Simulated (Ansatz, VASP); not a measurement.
**GaAs in VASP and in Ansatz**

```xyz
2
Lattice="0.0000 2.8751 2.8751 2.8751 0.0000 2.8751 2.8751 2.8751 0.0000" Properties=species:S:1:pos:R:3 pbc="T T T"
Ga    0.0000    0.0000    0.0000
As    1.4375    1.4375    1.4375
```

Alike in both runs: task single point; functional PBE; k mesh 6 × 6 × 6; occupations gaussian, width 0.1 eV; no spin polarisation.

|  | VASP | Ansatz |
| --- | --- | --- |
| version | VASP 6.6.1 | Ansatz 0.2.0 |
| potentials or method | VASP PAW PBE potentials, release 64 (Ga_d, As) | scalar-relativistic, plane waves, PAW |
| plane-wave cutoff (eV) | 520 | 420 |
| valence electrons in the cell | 18 | 28 |

```tsv
	VASP	Ansatz	Ansatz less VASP
gap on the k mesh at the Fermi level (eV)	0.14	0.14	-0.002
least direct gap on the mesh (eV)	0.14	0.14	-0.002
pressure (GPa)	0.1	-0.1	-0.24
```

The two sets of potentials don't hold the same shells in valence.

Expect the measured gap to be larger: semilocal functionals such as PBE lack the derivative discontinuity.
